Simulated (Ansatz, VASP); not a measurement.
**BeTe in VASP and in Ansatz**

Contents of INCAR:

```
PREC = Accurate
ENCUT = 520
EDIFF = 1E-6
ISMEAR = 0
SIGMA = 0.02
LREAL = F
LASPH = T
NELM = 100
ALGO = Normal
ISIF = 2
LWAVE = F
LCHARG = F
GGA = PE
NBANDS = 11
```

The input KPOINTS:

```
regular mesh
0
Gamma
  8 8 8
```

POSCAR

```
BeTe
1.0
    0.0000000000      2.6957086000      2.6957086000
    2.6957086000      0.0000000000      2.6957086000
    2.6957086000      2.6957086000      0.0000000000
Be Te
1 1
Direct
    0.0000000000      0.0000000000      0.0000000000
    0.7500000000      0.7500000000      0.7500000000
```

Input for Ansatz:

```yaml
crystal:
  lattice:
    - [0.0, 2.6957086, 2.6957086]
    - [2.6957086, 0.0, 2.6957086]
    - [2.6957086, 2.6957086, 0.0]
  atoms:
    - { symbol: Be, position: [0.0, 0.0, 0.0] }
    - { symbol: Te, position: [0.75, 0.75, 0.75] }
basis:
  ecutwfc: 420
kpoints:
  mp_grid: { grid: [8, 8, 8] }
hamiltonian:
  xc: pbe
scf:
  occupations: { method: gaussian, width: 0.02 }
output:
  forces: true
  stress: true
  eigenvalues: true
```

Alike in both runs: task single point; functional PBE; k mesh 8 × 8 × 8; occupations gaussian, width 0.02 eV; no spin polarisation.

|  | VASP | Ansatz |
| --- | --- | --- |
| version | VASP 6.6.1 | Ansatz 0.2.0 |
| potentials or method | VASP PAW PBE potentials, release 64 (Be, Te) | scalar-relativistic, plane waves, PAW |
| plane-wave cutoff (eV) | 520 | 420 |
| valence electrons in the cell | 8 | 18 |

```csv
,VASP,Ansatz,Ansatz less VASP
gap on the k mesh at the Fermi level (eV),1.62,1.64,+0.021
least direct gap on the mesh (eV),3.47,3.50,+0.027
pressure (GPa),11.5,11.2,-0.25
```

The two sets of potentials don't hold the same shells in valence.

Caveats: spin-orbit coupling is left out, which moves the levels of the heavy elements. A k mesh can miss the band edges.
